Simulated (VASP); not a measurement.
## A VASP 6.6.1 single-point calculation on InP

INCAR

```
LASPH = .TRUE.
LWAVE = .FALSE.
LCHARG = .FALSE.
AMIX = 0.4
LREAL = .FALSE.
GGA = PE
SIGMA = 0.02
NSW = 0
EDIFF = 1E-7
NELM = 71
PREC = Accurate
ENCUT = 520
NBANDS = 16
IMIX = 1
ISMEAR = -1
IBRION = -1
ISIF = 2
```

KPOINTS

```
KPOINTS created by Atomic Simulation Environment
0
Gamma
8 8 8
0 0 0
```

POSCAR

```
In P
 1.0000000000000000
     0.0000000000000000    2.9537876347999998    2.9833255111999999
     2.9537876347999998    0.0000000000000000    2.9833255111999999
     2.9537876347999998    2.9537876347999998    0.0000000000000000
 In  P
   1   1
Cartesian
  0.0000000000000000  0.0000000000000000  0.0000000000000000
  1.4768938173999999  1.4768938173999999  1.4916627555999999
```

The recommended PBE PAW datasets give the neutral cell 18 valence electrons.

Command

```
mpirun -np 1 vasp_std
```

OSZICAR

```
N       E                     dE             d eps       ncg     rms          rms(c)
DAV:   1     0.113893904359E+03    0.11389E+03   -0.83017E+03  1888   0.124E+03
DAV:   2    -0.107883877687E+01   -0.11497E+03   -0.11011E+03  2096   0.302E+02
DAV:   3    -0.860157051742E+01   -0.75227E+01   -0.74863E+01  2440   0.754E+01
DAV:   4    -0.880222456348E+01   -0.20065E+00   -0.20058E+00  2496   0.134E+01
DAV:   5    -0.881132145567E+01   -0.90969E-02   -0.90967E-02  2800   0.242E+00    0.539E+00
DAV:   6    -0.842757890803E+01    0.38374E+00   -0.61956E-01  3040   0.124E+01    0.324E+00
DAV:   7    -0.840504723234E+01    0.22532E-01   -0.10256E-01  2624   0.225E+00    0.181E+00
DAV:   8    -0.840250407144E+01    0.25432E-02   -0.77212E-03  2240   0.550E-01    0.112E+00
DAV:   9    -0.840223487417E+01    0.26920E-03   -0.91275E-04  2320   0.226E-01    0.651E-01
DAV:  10    -0.840247138947E+01   -0.23652E-03   -0.38924E-04  2216   0.124E-01    0.373E-01
...
DAV:  16    -0.840316016554E+01   -0.19795E-04   -0.57703E-06  2384   0.127E-02    0.160E-02
DAV:  17    -0.840317065931E+01   -0.10494E-04   -0.29531E-06  2328   0.889E-03    0.104E-02
DAV:  18    -0.840317615823E+01   -0.54989E-05   -0.15212E-06  2344   0.631E-03    0.691E-03
DAV:  19    -0.840317901391E+01   -0.28557E-05   -0.78035E-07  2296   0.448E-03    0.469E-03
DAV:  20    -0.840318048607E+01   -0.14722E-05   -0.40086E-07  2408   0.319E-03    0.322E-03
DAV:  21    -0.840318123841E+01   -0.75234E-06   -0.20534E-07  2288   0.227E-03    0.223E-03
DAV:  22    -0.840318162045E+01   -0.38204E-06   -0.10524E-07  2328   0.161E-03    0.154E-03
DAV:  23    -0.840318181217E+01   -0.19172E-06   -0.53227E-08  1800   0.116E-03    0.105E-03
DAV:  24    -0.840318190679E+01   -0.94623E-07   -0.29042E-08  1768   0.925E-04
   1 F= -.84031819E+01 E0= -.84031819E+01  d E =-.869041E-08
```

From OUTCAR

```
k-points           NKPTS =     59   k-points in BZ     NKDIM =     59   number of bands    NBANDS=     16

   NELECT =      18.0000    total number of electrons

   dimension x,y,z NGX =    32 NGY =   32 NGZ =   32
   dimension x,y,z NGXF=    64 NGYF=   64 NGZF=   64

  energy-cutoff  :      520.00
  volume of cell :       52.06
      direct lattice vectors                 reciprocal lattice vectors
     0.000000000  2.953787635  2.983325511    -0.169274187  0.169274187  0.167598205
     2.953787635  0.000000000  2.983325511     0.169274187 -0.169274187  0.167598205
     2.953787635  2.953787635  0.000000000     0.169274187  0.169274187 -0.167598205

 k-points in reciprocal lattice and weights: KPOINTS created by Atomic Simulation Env
   0.00000000  0.00000000  0.00000000       0.002
   0.12500000  0.00000000  0.00000000       0.016
   0.25000000  0.00000000  0.00000000       0.016
   0.37500000  0.00000000  0.00000000       0.016
   0.50000000  0.00000000  0.00000000       0.008
   0.12500000  0.12500000  0.00000000       0.004
   0.25000000  0.12500000  0.00000000       0.016
   0.37500000  0.12500000  0.00000000       0.016
   ...

 E-fermi :   5.1062

 k-point     1 :       0.0000    0.0000    0.0000
  band No.  band energies     occupation
      1      -9.2990      2.00000
      2      -9.2946      2.00000
      3      -9.2946      2.00000
      4      -9.1611      2.00000
      5      -9.1596      2.00000
      6      -6.4641      2.00000
      7       4.7965      2.00000
      8       4.8429      2.00000
      9       4.8429      2.00000
     10       5.3548      0.00001
     11       8.9136      0.00000
     12       8.9136      0.00000
     13       8.9297      0.00000
     14      13.2520      0.00000
     15      14.1463      0.00000
     16      14.2978      0.00000

 k-point     2 :       0.1250    0.0000    0.0000
  band No.  band energies     occupation
      1      -9.3125      2.00000
      2      -9.2907      2.00000
      3      -9.2880      2.00000
      4      -9.1611      2.00000
      5      -9.1593      2.00000
      6      -6.2952      2.00000
      7       3.2817      2.00000
      8       4.6338      2.00000
      9       4.6704      2.00000
     10       6.3479      0.00000
     11       9.0390      0.00000
     12       9.1819      0.00000
     13       9.1915      0.00000
     14      13.5441      0.00000
     15      13.6615      0.00000
     16      14.0302      0.00000

 k-point     3 :       0.2500    0.0000    0.0000
  band No.  band energies     occupation
      1      -9.3500      2.00000
      2      -9.2766      2.00000
      3      -9.2740      2.00000
      4      -9.1592      2.00000
      5      -9.1565      2.00000
      6      -5.8241      2.00000
      7       1.4508      2.00000
      8       4.2755      2.00000
      9       4.3242      2.00000
     10       6.5250      0.00000
     11       9.5821      0.00000
     12       9.6094      0.00000
     13      10.0569      0.00000
     14      13.3586      0.00000
     15      13.4068      0.00000
     16      13.9028      0.00000

 ...

  Total        0.3535006      0.3535006      0.2184993      0.0000000      0.0000000      0.0000000
  in kB       10.8795654     10.8795654      6.7246761      0.0000000      0.0000000      0.0000000
  external PRESSURE =       9.4946023 kB  Pullay stress =       0.0000000 kB

 POSITION                                       TOTAL-FORCE (eV/Angst)
 -----------------------------------------------------------------------------------
      0.00000      0.00000      0.00000        -0.000000     -0.000000      0.000000
      1.47689      1.47689      1.49166         0.000000      0.000000      0.000000
 -----------------------------------------------------------------------------------
    total drift:                               -0.000000     -0.000000     -0.000000

  FREE ENERGIE OF THE ION-ELECTRON SYSTEM (eV)
  ---------------------------------------------------
  free  energy   TOTEN  =        -8.4031819068 eV

  energy  without entropy=       -8.4031818981  energy(sigma->0) =       -8.40318190
```

It converged. Results: gap between bands v and c on the k mesh 0.51 eV; least direct gap on the k mesh 0.51 eV; pressure 0.9 GPa. Band v is the last that the valence electrons fill when counted band by band, and c is the next.

For comparison, a separate PBE run of the intended cell, on usual settings and not on those above, gives a gap of 0.51 eV on its mesh and a pressure of 0.9 GPa.

The run above took about 50 s on one core of a shared host (Intel Xeon Platinum 8488C) and held 0.2 GiB at most.
